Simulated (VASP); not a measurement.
A run of VASP 6.6.1:

INCAR

```
SYSTEM = Bi2Se3
  PREC = Accurate
  ENCUT = 600
  EDIFF = 1E-6
  ISMEAR = 0
  SIGMA = 0.03
  LREAL = .False.
  LASPH = .True.
  NELM = 80
  ALGO = Normal
  ISIF = 3
  LWAVE = .False.
  LCHARG = .False.
  GGA = PS
  IBRION = 2
  NSW = 90
  EDIFFG = -0.01
```

Contents of KPOINTS:

```
Automatic mesh
0
Gamma
  8 8 8
  0 0 0
```

POSCAR

```
Bi2Se3
1.0
    2.0715000000      1.1959810826      9.5453333333
   -2.0715000000      1.1959810826      9.5453333333
    0.0000000000     -2.3919621653      9.5453333333
Bi Se
2 3
Direct
    0.4008000000      0.4008000000      0.4008000000
    0.5992000000      0.5992000000      0.5992000000
    0.0000000000      0.0000000000      0.0000000000
    0.2117000000      0.2117000000      0.2117000000
    0.7883000000      0.7883000000      0.7883000000
```

Potentials or basis: VASP PAW PBE potentials, release 64 (Bi_d, Se).

The run is started by

```bash
$ cat potpaw_PBE.64/Bi_d/POTCAR potpaw_PBE.64/Se/POTCAR > POTCAR
$ mpirun -np 1 vasp_std > vasp.out
```

Hardware: 1 thread of Intel(R) Xeon(R) Platinum 8559C (Emerald Rapids) (shared host).

Problem. How long does it take, and how much memory?

Solution. It took 75 min on 1 thread of Intel(R) Xeon(R) Platinum 8559C (Emerald Rapids), on a shared host, peak memory 1.2 GiB. Counts: scf iterations 40, k points 65, ion steps 5.
